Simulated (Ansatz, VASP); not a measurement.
# Li2S in VASP and in Ansatz

```
CELL_PARAMETERS angstrom
0.00000 2.84529 2.84529
2.84529 0.00000 2.84529
2.84529 2.84529 0.00000
ATOMIC_POSITIONS crystal
Li 0.25000 0.25000 0.25000
Li 0.75000 0.75000 0.75000
S 0.00000 0.00000 0.00000
```

Alike in both runs: task single point; functional HSE06; k mesh 4 × 4 × 4; no spin polarisation.

|  | VASP | Ansatz |
| --- | --- | --- |
| version | VASP 6.6.1 | Ansatz 0.2.0 |
| potentials or method | VASP PAW PBE potentials, release 64 (Li_sv, S) | plane waves, PAW |
| plane-wave cutoff (eV) | 520 | 420 |
| occupations | gaussian, width 0.01 eV | fixed |
| valence electrons in the cell | 12 | 12 |

```tsv
	VASP	Ansatz	Ansatz less VASP
gap on the k mesh at the Fermi level (eV)	4.33	4.34	+0.006
```

Ansatz warned: «stress_exchange_threshold_loose».

Caveats: the k mesh is coarse (spacing up to 0.48 Å⁻¹), so the values aren't converged, least of all with exact exchange. A k mesh can miss the band edges.
